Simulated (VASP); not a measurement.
# RbCl (Fm-3m) in VASP: a series of runs

The runs below take RbCl through relaxation of cell and atoms, with PBEsol, PBE+D3(BJ).

All numbers are computed with VASP 6.6.1; they aren't measurements. Logs are shortened: lines on timing, memory, paths and dates and some standing lists are left out, and cuts for length are marked.

### 1 The crystal as given

It takes space group Fm-3m (No. 225, cubic). The conventional cell has a = 6.548 Å, b = 6.548 Å, c = 6.548 Å, α = 90.00°, β = 90.00°, γ = 90.00°. Around Rb (site symmetry m-3m) lie 6 Cl at 3.27 Å. Cl (site symmetry m-3m) has 6 Rb at 3.27 Å as nearest neighbours.

### 2 Relaxation of cell and atoms, PBEsol

INCAR

```
SYSTEM = RbCl
PREC = Accurate
ENCUT = 600
EDIFF = 1E-6
ISMEAR = 0
SIGMA = 0.03
LREAL = .False.
LASPH = .True.
NELM = 80
ALGO = Normal
ISIF = 3
LWAVE = .False.
LCHARG = .False.
GGA = PS
IBRION = 2
NSW = 90
EDIFFG = -0.01
```

KPOINTS

```
Automatic mesh
0
Gamma
  8 8 8
  0 0 0
```

POSCAR

```
RbCl
1.0
    0.0000000000      3.2740000000      3.2740000000
    3.2740000000      0.0000000000      3.2740000000
    3.2740000000      3.2740000000      0.0000000000
Rb Cl
1 1
Direct
    0.0000000000      0.0000000000      0.0000000000
    0.5000000000      0.5000000000      0.5000000000
```

Potentials or basis: VASP PAW PBE potentials, release 64 (Rb_sv, Cl).

Run with:

```
$ cat potpaw_PBE.64/Rb_sv/POTCAR potpaw_PBE.64/Cl/POTCAR > POTCAR
$ mpirun -np 1 vasp_std > vasp.out
```

OUTCAR:

```text
SYSTEM = RbCl
   PREC = Accurate
   ENCUT = 600
   EDIFF = 1E-6
   ISMEAR = 0
   LREAL = .False.
   LASPH = .True.
   NELM = 80
   ISIF = 3
   GGA = PS
   IBRION = 2
   NSW = 90
   EDIFFG = -0.01

 ion  position               nearest neighbor table
   1  0.000  0.000  0.000-   2 3.27   2 3.27   2 3.27   2 3.27   2 3.27   2 3.27
   2  0.500  0.500  0.500-   1 3.27   1 3.27   1 3.27   1 3.27   1 3.27   1 3.27

  LATTYP: Found a face centered cubic cell.
 ALAT       =     6.5480000000

  Lattice vectors:

 A1 = (   0.0000000000,   3.2740000000,   3.2740000000)
 A2 = (   3.2740000000,   0.0000000000,   3.2740000000)
 A3 = (   3.2740000000,   3.2740000000,   0.0000000000)

Analysis of symmetry for initial positions (statically):
=====================================================================
 Subroutine PRICEL returns:
 Original cell was already a primitive cell.

 Routine SETGRP: Setting up the symmetry group for a
 face centered cubic supercell.

 Subroutine GETGRP returns: Found 48 space group operations
 (whereof 48 operations were pure point group operations)
 out of a pool of 48 trial point group operations.

The static configuration has the point symmetry O_h .

Analysis of symmetry for dynamics (positions and initial velocities):
=====================================================================
 Subroutine PRICEL returns:
 Original cell was already a primitive cell.

 Routine SETGRP: Setting up the symmetry group for a
 face centered cubic supercell.

 Subroutine GETGRP returns: Found 48 space group operations
 (whereof 48 operations were pure point group operations)
 out of a pool of 48 trial point group operations.

The dynamic configuration has the point symmetry O_h .

 Subroutine INISYM returns: Found 48 space group operations
 (whereof 48 operations are pure point group operations),
 and found     1 'primitive' translations

----------------------------------------------------------------------------------------

                                     Primitive cell

  volume of cell :      70.1885

  direct lattice vectors                    reciprocal lattice vectors
     0.000000000  3.274000000  3.274000000    -0.152718387  0.152718387  0.152718387
     3.274000000  0.000000000  3.274000000     0.152718387 -0.152718387  0.152718387
     3.274000000  3.274000000  0.000000000     0.152718387  0.152718387 -0.152718387

  length of vectors
     4.630135203  4.630135203  4.630135203     0.264516006  0.264516006  0.264516006

  position of ions in fractional coordinates (direct lattice)
     0.000000000  0.000000000  0.000000000
     0.500000000  0.500000000  0.500000000

  ion indices of the primitive-cell ions
   primitive index   ion index
                 1           1
                 2           2

----------------------------------------------------------------------------------------

 KPOINTS: Automatic mesh

Automatic generation of k-mesh.
 Grid dimensions read from file:
 generate k-points for:    8    8    8

 Generating k-lattice:

  Cartesian coordinates                     Fractional coordinates (reciprocal lattice)
    -0.019089798  0.019089798  0.019089798     0.125000000  0.000000000  0.000000000
     0.019089798 -0.019089798  0.019089798     0.000000000  0.125000000  0.000000000
     0.019089798  0.019089798 -0.019089798     0.000000000  0.000000000  0.125000000

  Length of vectors
     0.033064501  0.033064501  0.033064501

  Shift w.r.t. Gamma in fractional coordinates (k-lattice)
     0.000000000  0.000000000  0.000000000

 Subroutine IBZKPT returns following result:
 ===========================================

 Found     29 irreducible k-points:

 Following reciprocal coordinates:
            Coordinates               Weight
  0.000000  0.000000  0.000000      1.000000
  0.125000  0.000000  0.000000      8.000000
  0.250000  0.000000  0.000000      8.000000
  0.375000  0.000000  0.000000      8.000000
  0.500000  0.000000  0.000000      4.000000
  0.125000  0.125000  0.000000      6.000000
[... 16 lines left out ...]
  0.500000  0.250000  0.125000     48.000000
 -0.375000  0.250000  0.125000     24.000000
 [... further k-points ...]
   k-points           NKPTS =     29   k-points in BZ     NKDIM =     29   number of bands    NBANDS=     12
   number of dos      NEDOS =    301   number of ions     NIONS =      2
   total plane-waves  NPLWV =  64000
   dimension x,y,z NGX =    40 NGY =   40 NGZ =   40
   dimension x,y,z NGXF=    80 NGYF=   80 NGZF=   80
   ions per type =               1   1
   NGX,Y,Z   is equivalent  to a cutoff of  14.36, 14.36, 14.36 a.u.
   NGXF,Y,Z  is equivalent  to a cutoff of  28.72, 28.72, 28.72 a.u.
 SYSTEM =  RbCl
   PREC   = accura    normal or accurate (medium, high low for compatibility)
   ISTART =      0    job   : 0-new  1-cont  2-samecut
   ICHARG =      2    charge: 1-file 2-atom 10-const
   ISPIN  =      1    spin polarized calculation?
   LNONCOLLINEAR =      F non collinear calculations
   LSORBIT =      F    spin-orbit coupling
   LASPH  =      T    aspherical Exc in radial PAW
   ENCUT  =  600.0 eV  44.10 Ry    6.64 a.u.   9.25  9.25  9.25*2*pi/ulx,y,z
   NELM   =     80;   NELMIN=  2; NELMDL= -5     # of ELM steps
   EDIFF  = 0.1E-05   stopping-criterion for ELM
   LREAL  =      F    real-space projection
   EDIFFG = -.1E-01   stopping-criterion for IOM
   NSW    =     90    number of steps for IOM
   IBRION =      2    ionic relax: 0-MD 1-quasi-New 2-CG
   NFREE  =      1    steps in history (QN), initial steepest desc. (CG)
   ISIF   =      3    stress and relaxation
   ISYM   =      2    0-nonsym 1-usesym 2-fastsym
   POTIM  = 0.5000    time-step for ionic-motion
   TEBEG  =    0.0;   TEEND  =   0.0 temperature during run
   PSTRESS=    0.0 pullay stress
   NELECT =      16.0000    total number of electrons
   NUPDOWN=      -1.0000    fix difference up-down
   EMIN   =  10.00;   EMAX   =-10.00  energy-range for DOS
   EFERMI =   0.00;   METHOD = LEGACY
   ISMEAR =     0;   SIGMA  =   0.03  broadening in eV -4-tet -1-fermi 0-gaus
   EFERMI_NEDOS =   21; number of points for ismear=-14 and -15
   IALGO  =     38    algorithm
   IMIX   =      4    mixing-type and parameters
     AMIX     =   0.40;   BMIX     =  1.00
     AMIX_MAG =   1.60;   BMIX_MAG =  1.00
  volume/ion in A,a.u.               =      35.09       236.83
  Fermi-wavevector in a.u.,A,eV,Ry     =   1.000060  1.889840 13.607465  1.000120
  Thomas-Fermi vector in A             =   2.132392
   LORBIT       =      0    0 simple, 1 ext, 2 COOP (PROOUT), +10 PAW based schemes
   GGA     = PS    functional components
   LHFCALC =     F    Hartree Fock is set to
   AEXX    =    0.0000 exact exchange contribution
   IVDW    =     0    specifies the selected vdW correction
   LEPSILON=     F    determine dielectric tensor
   LRPA    =     F    only Hartree local field effects (RPA)
 conjugate gradient relaxation of ions
 non-spin polarized calculation
 Gauss-broadening in eV      SIGMA  =   0.03
  energy-cutoff  :      600.00
  volume of cell :       70.19
 maximum number of plane-waves:      2397
 NGX is ok and might be reduce to    40
   NGX = 19   NGY = 19   NGZ = 19

 number of electron      16.0000000 magnetization

 Free energy of the ion-electron system (eV)
  ---------------------------------------------------
  ext. energy  EPLUGINS =         0.00000000
  ---------------------------------------------------
  free energy    TOTEN  =        -6.89460358 eV

  energy without entropy =       -6.89460358  energy(sigma->0) =       -6.89460358

 E-fermi :  -1.7183     XC(G=0):  -7.5903

 val. band max:       -1.8942461649   @ k =   0.0000   0.0000   0.0000
 cond. band min:       2.9930573879   @ k =   0.0000   0.0000   0.0000
 fundamental gap:      4.8873035528
 Fermi energy:        -1.7183301283

 k-point     1 :       0.0000    0.0000    0.0000
  band No.  band energies     occupation
      1     -25.7354      2.00000
      2     -13.8768      2.00000
      3      -9.7953      2.00000
      4      -9.7953      2.00000
      5      -9.7953      2.00000
      6      -1.8942      2.00000
      7      -1.8942      2.00000
      8      -1.8942      2.00000
      9       2.9931      0.00000
     10       6.0186      0.00000
     11       6.0186      0.00000
     12       6.0186      0.00000

 k-point     2 :       0.1250    0.0000    0.0000
  band No.  band energies     occupation
      1     -25.7328      2.00000
      2     -13.8870      2.00000
      3      -9.7972      2.00000
      4      -9.7972      2.00000
      5      -9.7906      2.00000
      6      -2.0599      2.00000
      7      -1.9510      2.00000
      8      -1.9510      2.00000
      9       3.3669      0.00000
     10       5.8933      0.00000
     11       6.2184      0.00000
     12       6.2184      0.00000

 k-point     3 :       0.2500    0.0000    0.0000
  band No.  band energies     occupation
      1     -25.7265      2.00000
      2     -13.9115      2.00000
      3      -9.8017      2.00000
      4      -9.8017      2.00000
      5      -9.7797      2.00000
      6      -2.4047      2.00000
      7      -2.0824      2.00000
      8      -2.0824      2.00000
      9       4.2855      0.00000
     10       5.7809      0.00000
     11       6.7952      0.00000
     12       6.7952      0.00000
[... 286 lines left out ...]
 k-point    23 :       0.5000    0.2500    0.1250
  band No.  band energies     occupation
      1     -25.7171      2.00000
      2     -13.9038      2.00000
      3      -9.9010      2.00000
      4      -9.8563      2.00000
      5      -9.7904      2.00000
      6      -2.5666      2.00000
      7      -2.2183      2.00000
      8      -2.0993      2.00000
      9       5.4038      0.00000
     10       5.5893      0.00000
     11       7.7667      0.00000
     12       8.0433      0.00000

 k-point    24 :      -0.3750    0.2500    0.1250
  band No.  band energies     occupation
      1     -25.7151      2.00000
      2     -13.9045      2.00000
      3      -9.9018      2.00000
      4      -9.8874      2.00000
      5      -9.7853      2.00000
      6      -2.5788      2.00000
      7      -2.2071      2.00000
      8      -2.1975      2.00000
      9       5.7362      0.00000
     10       5.8843      0.00000
     11       7.8101      0.00000
     12       7.9915      0.00000

 [... further k-points ...]

------------------------ aborting loop because EDIFF is reached ----------------------------------------

  FORCE on cell =-STRESS in cart. coord.  units (eV):
  Direction    XX          YY          ZZ          XY          YZ          ZX
  --------------------------------------------------------------------------------------
  -------------------------------------------------------------------------------------
  Total        0.0032478      0.0032478      0.0032478      0.0000000     -0.0000000     -0.0000000
  in kB        0.0741360      0.0741360      0.0741360      0.0000000     -0.0000000     -0.0000000
  external PRESSURE =       0.0741360 kB  Pullay stress =       0.0000000 kB

 VOLUME and BASIS-vectors are now :
 -----------------------------------------------------------------------------
  energy-cutoff  :      600.00
  volume of cell :       70.19
      direct lattice vectors                 reciprocal lattice vectors
     0.000000000  3.274000000  3.274000000    -0.152718387  0.152718387  0.152718387
     3.274000000  0.000000000  3.274000000     0.152718387 -0.152718387  0.152718387
     3.274000000  3.274000000  0.000000000     0.152718387  0.152718387 -0.152718387

 POSITION                                       TOTAL-FORCE (eV/Angst)
 -----------------------------------------------------------------------------------
      0.00000      0.00000      0.00000         0.000000      0.000000     -0.000000
      3.27400      3.27400      3.27400        -0.000000     -0.000000      0.000000
 -----------------------------------------------------------------------------------
    total drift:                                0.000000     -0.000000      0.000000

  FREE ENERGIE OF THE ION-ELECTRON SYSTEM (eV)
  ---------------------------------------------------
  free  energy   TOTEN  =        -6.8946035761 eV

  energy  without entropy=       -6.8946035761  energy(sigma->0) =       -6.89460358

 reached required accuracy - stopping structural energy minimisation
```

Run time: 23 s. Hardware: 1 thread of Intel Xeon Platinum 8375C at 2.90GHz (Ice Lake), shared host; peak memory 0.24 GiB.

Results:

```
Free energy             : -6.8946 eV
Pressure after relaxing : 0.0 GPa
Band gap on the k mesh  : 4.89 eV, direct
```

Final structure:
```yaml
crystal:
  lattice:
    - [0.00000, 3.27400, 3.27400]
    - [3.27400, 0.00000, 3.27400]
    - [3.27400, 3.27400, 0.00000]
  atoms:
    - { symbol: Rb, position: [0.00000, 0.00000, 0.00000] }
    - { symbol: Cl, position: [0.50000, 0.50000, 0.50000] }
```

Caveat: the relaxation stopped at its first step, so nothing moved; the PAW data sets were made with another functional, which shifts forces and pressure a little. A k mesh can miss the band edges.

(Continued in part 2 of 3.)
